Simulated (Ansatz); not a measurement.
## Moving the pressure in BP

The cell as given:

The structure is cubic, space group F-43m (No. 216). The conventional cell has a = 4.538 Å, b = 4.538 Å, c = 4.538 Å, α = 90.00°, β = 90.00°, γ = 90.00°. P (site symmetry -43m) has 4 B at 1.97 Å as nearest neighbours. Around B (site symmetry -43m) lie 4 P at 1.97 Å.

Kept alike: task relaxation of cell and atoms; functional PBEsol; k mesh 10 × 10 × 10; occupations fermi-dirac, width 0.05 eV; no spin polarisation. Program: Ansatz, all-electron LAPW, scalar-relativistic. The mesh is that of the run's cell of 2 atoms. No spin-orbit coupling.

| pressure, P (GPa) | band gap (eV) | volume (Å³/atom) |
| --- | --- | --- |
| 0 | 1.122 | 11.539 |
| 5 | 1.086 | 11.222 |
| 10 | 1.052 | 10.941 |
| 20 | 0.993 | 10.461 |
| 30 | 0.928 | 10.061 |

Gaps hold for each row's own relaxed cell. The relaxations keep at least the cell's symmetry (F-43m). The runs follow the start's structure, whether or not it is the stable one at these pressures. P is the pressure aimed at, which the runs meet within some hundredths to tenths of a GPa. A gap read on the mesh alone can miss an edge between its points.

Task: What does the pressure change here?

Result: The band gap falls from 1.122 to 0.928 eV between 0 and 30 GPa. The volume falls from 11.539 to 10.061 Å³/atom between 0 and 30 GPa. The volume falls ever more slowly, since the solid stiffens under load. At the pressures aimed at, which the runs meet within some tenths of a GPa, the step from 0 to 5 GPa gives a mean bulk modulus near 180 GPa, the last step 257 GPa.
